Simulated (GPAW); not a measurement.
# SiNi (P2_13) in GPAW: notebook, part 2 of 2

GPAW 26.7.0. The steps go on from the part before.

## Step 3: Equation of state, PBEsol+D3(BJ), collinear spin, ferromagnetic start

run.py reads:

```python
from ase.calculators.mixing import SumCalculator
from ase.eos import EquationOfState
from ase.io import Trajectory
from ase.spacegroup import crystal
from ase.units import GPa
from dftd3.ase import DFTD3
from gpaw import GPAW, PW, setup_paths

setup_paths.insert(0, '.')

# Ni 4a
# Si 4a
atoms = crystal(['Ni', 'Si'],
                basis=[[0.149504, 0.149504, 0.149504],
                       [0.84683, 0.84683, 0.84683]],
                spacegroup=198, setting=1,  # P2_13
                cellpar=[4.503694, 4.503694, 4.503694, 90.0, 90.0, 90.0],
                primitive_cell=True)
atoms.set_initial_magnetic_moments([1.0, 1.0, 1.0, 1.0, 0.0, 0.0, 0.0, 0.0])

traj = Trajectory('eos.traj', 'w')
volumes, energies = [], []
for x in [0.94, 0.96, 0.98, 1.0, 1.02, 1.04, 1.06]:
    a = atoms.copy()
    a.set_cell(atoms.cell * x**(1 / 3), scale_atoms=True)
    calc = GPAW(mode=PW(600),
                xc='PBEsol',
                kpts={'size': (4, 4, 4), 'gamma': True},
                occupations={'name': 'fermi-dirac', 'width': 0.05},
                nbands=68,
                convergence={'density': 1e-05, 'energy': 1e-05},
                maxiter=150,
                txt=f'eos-{x:.2f}.txt')
    a.calc = SumCalculator([calc, DFTD3(method='pbesol', damping='d3bj')])
    energies.append(a.get_potential_energy())
    volumes.append(a.get_volume())
    p = -a.get_stress()[:3].mean() / GPa
    calc.write(f'eos-{x:.2f}.gpw')
    traj.write(a)
    print(f'{x:.2f} {volumes[-1]:10.4f} A^3 {energies[-1]:14.6f} eV {p:9.3f} GPa', flush=True)

v0, e0, B = EquationOfState(volumes, energies, eos='birchmurnaghan').fit()
print(f'V0 = {v0:.4f} A^3, E0 = {e0:.6f} eV, B0 = {B / GPa:.2f} GPa')
```

Potentials or basis: PAW data sets generated in the run's folder for this functional, pw.

Command:

```console
$ gpaw-setup -f PBEsol Ni Si
$ OMP_NUM_THREADS=1 python run.py
```

The program printed:

```text
__  _  _
 | _ |_)|_||  |
 |__||  | ||/\| - 26.7.0

Input parameters:
  mode=PW(ecut=600.0),
  convergence={'density': 1e-05, 'energy': 1e-05},
  kpts=MonkhorstPack(size=(4, 4, 4), gamma=True),
  maxiter=150,
  nbands=68,
  occupations=Occupations(name='fermi-dirac', width=0.05),
  xc=XC(name='PBEsol')

Diagonalizing LCAO Hamiltonian
Converting LCAO to pw mode
    .----------.
   /|        Si|
  / |  Ni      |
 *  |    Ni    |
 |  Si      Ni |
 |  .--Si------.
 | /     Si   /
 |/Ni        /
 *----------*

Atoms  # Å, Bohr magnetons
|   | symbol |        x |        y |        z |    initial magnetic moments |
|---|--------|----------|----------|----------|-----------------------------|
| 0 |     Ni | 0.664220 | 0.664220 | 0.664220 | ( 0.0000,  0.0000,  1.0000) |
| 1 |     Ni | 1.557193 | 3.778606 | 2.885633 | ( 0.0000,  0.0000,  1.0000) |
| 2 |     Ni | 3.778606 | 2.885633 | 1.557193 | ( 0.0000,  0.0000,  1.0000) |
| 3 |     Ni | 2.885633 | 1.557193 | 3.778606 | ( 0.0000,  0.0000,  1.0000) |
| 4 |     Si | 3.762318 | 3.762318 | 3.762318 | ( 0.0000,  0.0000,  0.0000) |
| 5 |     Si | 2.901921 | 0.680508 | 1.540905 | ( 0.0000,  0.0000,  0.0000) |
| 6 |     Si | 0.680508 | 1.540905 | 2.901921 | ( 0.0000,  0.0000,  0.0000) |
| 7 |     Si | 1.540905 | 2.901921 | 0.680508 | ( 0.0000,  0.0000,  0.0000) |

Unit cell  # Å
| periodic |        x |        y |        z |  lengths |    angles |
|----------|----------|----------|----------|----------|-----------|
|      yes | 4.442826 | 0.000000 | 0.000000 | 4.442826 | 90.000000 |
|      yes | 0.000000 | 4.442826 | 0.000000 | 4.442826 | 90.000000 |
|      yes | 0.000000 | 0.000000 | 4.442826 | 4.442826 | 90.000000 |

Number of symmetries: 3
Symmetry operations  # r_c * U_cc + t_c -> r_c
|   | kind |            matrix            |
|---|------|------------------------------|
| 0 |  E   |  1, 0, 0,  0, 1, 0,  0, 0, 1 |
| 1 |  C3  |  0, 1, 0,  0, 0, 1,  1, 0, 0 |
| 2 |  C3  |  0, 0, 1,  1, 0, 0,  0, 1, 0 |

BZ-sampling:
  Number of BZ points: 64
  Number of IBZ points: 14

  Monkhorst-Pack size: [4, 4, 4]
  Monkhorst-Pack shift: [0.125, 0.125, 0.125]

K-points  # in reciprocal-cell coordinates
|     |                                coordinates |     weight |
|-----|--------------------------------------------|------------|
|   0 | (  0.00000000,   0.00000000,   0.00000000) | 0.01562500 |
|   1 | (  0.25000000,   0.00000000,  -0.25000000) | 0.09375000 |
|   2 | (  0.25000000,   0.00000000,   0.00000000) | 0.09375000 |
|   3 | (  0.25000000,   0.25000000,  -0.25000000) | 0.09375000 |
|   4 | (  0.25000000,   0.25000000,   0.00000000) | 0.09375000 |
|   5 | (  0.25000000,   0.25000000,   0.25000000) | 0.03125000 |
|   6 | (  0.50000000,   0.00000000,   0.00000000) | 0.04687500 |
|   7 | (  0.50000000,   0.00000000,   0.25000000) | 0.09375000 |
|   8 | (  0.50000000,   0.25000000,  -0.25000000) | 0.09375000 |
|   9 | (  0.50000000,   0.25000000,   0.00000000) | 0.09375000 |
| ... |                                            |            |
|  13 | (  0.50000000,   0.50000000,   0.50000000) | 0.01562500 |

Plane wave coefficients: 2968
Cutoff: 600.0 eV

Spin-components: 2 (collinear spins)
Bands:           68
Projectors:      44
Spin-degeneracy: 1
Datatype:        complex128

Parallelization:
  kpt:    1
  domain: 1
  band:   1

Density:
  Valence electrons: 80.0
  Components: 2
  Grid points: [27 27 27]
  Charge: 0.0  # |e|

Potential:
  Grid points: [27 27 27]

species:
  Ni:
    name:    Nickel
    Z:       28.0
    valence: 16
    core:    12
    charge:  0.0  # [|e|]
    compensation charges:
      type: gauss
      rc: 0.36  # [Å]
      lmax: 2
    cutoffs:
      filter: 2.14  # [Å]
      core: 1.98  # [Å]
    projectors
    | kind |    occ | energy [eV] | rcut [Å] |
    |------|--------|-------------|----------|
    |   4s |  2.000 |      -5.661 |    1.164 |
    |   3p |  6.000 |     -71.261 |    1.207 |
    |   4p |  0.000 |      -1.193 |    1.207 |
    |   3d |  8.000 |      -8.901 |    1.138 |
    |    s |        |      21.550 |    1.164 |
    |    d |        |      18.310 |    1.138 |

    Using partial waves for Ni as LCAO basis

  Si:
    name:    Silicon
    Z:       14.0
    valence: 4
    core:    10
    charge:  0.0  # [|e|]
    compensation charges:
      type: gauss
      rc: 0.33  # [Å]
      lmax: 2
    cutoffs:
      filter: 1.86  # [Å]
      core: 2.06  # [Å]
    projectors
    | kind |    occ | energy [eV] | rcut [Å] |
    |------|--------|-------------|----------|
    |   3s |  2.000 |     -10.768 |    1.058 |
    |   3p |  2.000 |      -4.057 |    1.058 |
    |    s |        |      16.444 |    1.058 |
    |    p |        |      23.155 |    1.058 |
    |    d |        |       0.000 |    1.058 |

    Using partial waves for Si as LCAO basis

Reference energy: -196817.142162  # eV

eigensolver:
  PPCG
  Converge bands: occupied
  niter=2

density mixing:
  MSR1-Mixer
  Pratt-step length: 0.05
  Maximum mixing coefficient: 0.75
  Old densities: 10
  SVD Regularization: 0.005
  Good broyden scale: 1.0
  Trust region scale: 1.0
  Backstep threshold: 4.0
  History deletion threshold: 6.0
  Fourier metric: weight=20.0, sigma=0.015

occupation numbers:
  Fermi-Dirac:
    width: 0.0500  # eV

poisson solver:
  ecut: 4800.0  # eV

xc functional:
  name: PBEsol with 2 nearest neighbor stencil

convergence criteria:
- Maximum integral of absolute [dens]ity change: 1e-05 electrons / valence electron
- Maximum [total energy] change in last 3 cyles: 1e-05 eV / valence electron
- Maximum integral of absolute [eigenst]ate change: 4e-08 eV^2 / valence electron
maximum number of iterations: 150

SCF iterations
|iter     | |      energy | eigst |  dens |  magmom |
|---------|-|-------------|-------|-------|---------|
|iter:   1| |  -57.872708 | +0.83 |       |  +4.0050|
|iter:   2| |  -57.927755 | -0.67 | -1.01 |  +3.8404|
|iter:   3| |  -57.935264 | -1.86 | -1.12 |  +3.1918|
|iter:   4| |  -58.203319 | -1.83 | -1.25 |  +2.0361|
|iter:   5| |  -58.463678 | -2.08 | -1.54 |  +0.7550|
|iter:   6| |  -58.604608 | -2.54 | -1.94 |  +0.1333|
|iter:   7| |  -58.488884 | -2.79 | -1.91 |  +0.0925|
|iter:   8| |  -58.489683 | -4.01 | -2.26 |  +0.0124|
|iter:   9| |  -58.490652 | -4.20 | -2.59 |  -0.0038|
|iter:  10| |  -58.490407 | -5.12 | -3.00 |  -0.0026|
|iter:  11| |  -58.490375c| -5.99 | -3.43 |  -0.0004|
|iter:  12| |  -58.490372c| -6.72 | -3.84 |  +0.0011|
|iter:  13| |  -58.490372c| -8.23c| -4.57 |  +0.0006|
|iter:  14| |  -58.490372c| -8.31c| -5.05c|  +0.0003|

Converged in 14 steps
Energy contributions relative to reference atoms: (reference = -196817.142162)

Energy contributions:
  Kinetic:          59.730732
  Coulomb:         -38.096975
  Zero:              0.141101
  External:          0.000000
  Xc:              -80.248745
  Entropy:          -0.032972
  Spinorbit:         0.000000
  ----------------------------
  Free energy:     -58.506859
  Extrapolated:    -58.490372

dipole moment: (-0.000002, -0.000002, -0.000002)  # |e|*Ang

Total magnetic moment: (0.000000, 0.000000, 0.000254)

Local magnetic moments
|        x |        y |         z |
|----------|----------|-----------|
| 0.000000 | 0.000000 | -0.000008 |  # Ni   0
| 0.000000 | 0.000000 |  0.000009 |  # Ni   1
| 0.000000 | 0.000000 |  0.000009 |  # Ni   2
| 0.000000 | 0.000000 |  0.000009 |  # Ni   3
| 0.000000 | 0.000000 |  0.000035 |  # Si   4
| 0.000000 | 0.000000 |  0.000035 |  # Si   5
| 0.000000 | 0.000000 |  0.000035 |  # Si   6
| 0.000000 | 0.000000 |  0.000035 |  # Si   7

Fermi level: 11.719
Eigenvalues  # (at kpt = [0.000, 0.000, 0.000])
| band index |      eig [eV] | occ [0-1] |      eig [eV] | occ [0-1] |
|------------|---------------|-----------|---------------|-----------|
|          0 |       -53.119 |     1.000 |       -53.119 |     1.000 |
|        ... |               |           |               |           |
|         31 |         9.119 |     1.000 |         9.119 |     1.000 |
|         32 |         9.119 |     1.000 |         9.119 |     1.000 |
|         33 |         9.119 |     1.000 |         9.119 |     1.000 |
|         34 |         9.219 |     1.000 |         9.219 |     1.000 |
|         35 |         9.219 |     1.000 |         9.219 |     1.000 |
|         36 |         9.913 |     1.000 |         9.913 |     1.000 |
[... 8 lines left out ...]
|         45 |        13.687 |     0.000 |        13.687 |     0.000 |
|         46 |        13.687 |     0.000 |        13.687 |     0.000 |
|        ... |               |           |               |           |
|         67 |        30.118 |     0.000 |        30.122 |     0.000 |

No gap
No difference between direct/indirect transitions

Stress tensor  # eV/Ang^3
|         x |         y |         z |
|-----------|-----------|-----------|
| -0.037765 | -0.000000 | -0.000000 |
| -0.000000 | -0.037765 | -0.000000 |
| -0.000000 | -0.000000 | -0.037765 |

# Writing to eos-0.96.gpw (mode='')
```

Wall time 11 min (1 thread of Intel Xeon 6985P-C at 2.30GHz (Granite Rapids), shared host); peak memory 0.54 GiB.

What came out:

```
Equilibrium volume                        : 10.94 Å³/atom
Bulk modulus at fixed shape and positions : 214 GPa
Pressure derivative of the bulk modulus   : 5.2
```

Energy against volume, from the lowest point:
| volume (Å³/atom) | energy (meV/atom) |
| --- | --- |
| 10.734 | 2.52 |
| 10.962 | 0.00 |
| 11.190 | 3.73 |
| 11.419 | 12.99 |
| 11.647 | 27.12 |
| 11.875 | 45.51 |
| 12.104 | 67.61 |

Caveat: the k mesh is coarse; the cell was scaled at fixed shape and fractional positions, which overstates the stiffness of a crystal with free parameters, most of all of layers and chains.

## Step 4: Equation of state, LDA, collinear spin, ferromagnetic start

run.py reads:

```python
from ase.eos import EquationOfState
from ase.io import Trajectory, read
from ase.units import GPa
from gpaw import GPAW, PW

atoms = read('SiNi.cif')
atoms.set_initial_magnetic_moments([1.0, 1.0, 1.0, 1.0, 0.0, 0.0, 0.0, 0.0])

traj = Trajectory('eos.traj', 'w')
volumes, energies = [], []
for x in [0.94, 0.96, 0.98, 1.0, 1.02, 1.04, 1.06]:
    a = atoms.copy()
    a.set_cell(atoms.cell * x**(1 / 3), scale_atoms=True)
    calc = GPAW(mode=PW(600),
                xc='LDA',
                kpts={'size': (4, 4, 4), 'gamma': True},
                occupations={'name': 'fermi-dirac', 'width': 0.05},
                nbands=68,
                convergence={'density': 1e-05, 'energy': 1e-05},
                maxiter=150,
                txt=f'eos-{x:.2f}.txt')
    a.calc = calc
    energies.append(a.get_potential_energy(force_consistent=True))
    volumes.append(a.get_volume())
    p = -a.get_stress()[:3].mean() / GPa
    calc.write(f'eos-{x:.2f}.gpw')
    traj.write(a)
    print(f'{x:.2f} {volumes[-1]:10.4f} A^3 {energies[-1]:14.6f} eV {p:9.3f} GPa', flush=True)

v0, e0, B = EquationOfState(volumes, energies, eos='birchmurnaghan').fit()
print(f'V0 = {v0:.4f} A^3, E0 = {e0:.6f} eV, B0 = {B / GPa:.2f} GPa')
```

SiNi.cif reads:

```cif
data_SiNi
_cell_length_a 4.50369400
_cell_length_b 4.50369400
_cell_length_c 4.50369400
_cell_angle_alpha 90.00000000
_cell_angle_beta 90.00000000
_cell_angle_gamma 90.00000000
_space_group_name_H-M_alt 'P1'
_space_group_name_Hall 'P 1'
_space_group_IT_number 1
loop_
_space_group_symop_operation_xyz
'x,y,z'
loop_
_atom_site_label
_atom_site_type_symbol
_atom_site_symmetry_multiplicity
_atom_site_Wyckoff_symbol
_atom_site_fract_x
_atom_site_fract_y
_atom_site_fract_z
_atom_site_occupancy
Ni1 Ni 1 a 0.1495040000 0.1495040000 0.1495040000 1
Ni2 Ni 1 a 0.6495040000 0.3504960000 0.8504960000 1
Ni3 Ni 1 a 0.8504960000 0.6495040000 0.3504960000 1
Ni4 Ni 1 a 0.3504960000 0.8504960000 0.6495040000 1
Si1 Si 1 a 0.8468300000 0.8468300000 0.8468300000 1
Si2 Si 1 a 0.3468300000 0.6531700000 0.1531700000 1
Si3 Si 1 a 0.1531700000 0.3468300000 0.6531700000 1
Si4 Si 1 a 0.6531700000 0.1531700000 0.3468300000 1
```

Potentials or basis: the program's PAW data sets (release 1.2.1) made for this functional, pw.

Command:

```console
$ OMP_NUM_THREADS=1 python run.py
```

It took 10 min on 1 thread of Intel Xeon 6985P-C at 2.30GHz (Granite Rapids), shared host; peak memory 0.65 GiB.

The run converged. Its results:

```yaml
Equilibrium_volume: 10.97 Å³/atom
Bulk_modulus_at_fixed_shape_and_positions: 210 GPa
Pressure_derivative_of_the_bulk_modulus: 4.8
```

Energy against volume, from the lowest point:
```csv
volume (Å³/atom),energy (meV/atom)
10.734,3.60
10.962,0.00
11.190,2.66
11.419,10.88
11.647,24.03
11.875,41.55
12.104,62.92
```

Caveat: the k mesh is coarse; the cell was scaled at fixed shape and fractional positions, which overstates the stiffness of a crystal with free parameters, most of all of layers and chains.

## Step 5: Overview

| level | potentials or basis | V0 of scaled cells (Å³/atom) | B0 (GPa) |
| --- | --- | --- | --- |
| optPBE-vdW | GPAW PAW data sets (gpaw-data 1.2.1), pw | - | - |
| PBEsol+D3(BJ) | PAW data sets generated in the run's folder for this functional, pw | 10.94 | 214 |
| LDA | the program's PAW data sets (release 1.2.1) made for this functional, pw | 10.97 | 210 |

Alike in all rows: task equation of state; spin collinear, ferromagnetic start; cell as given; k mesh 4 × 4 × 4; cutoff (eV) 600; smearing fermi-dirac 0.05 eV.

Caveats: the cell was scaled at fixed shape and fractional positions, which overstates the stiffness of a crystal with free parameters, most of all of layers and chains; the minimum lies outside the volumes run (some runs); the PAW data sets were made with another functional, which shifts forces and pressure a little (some runs).

Total energies depend on the potentials used, so only differences within one code and one set of settings carry meaning.
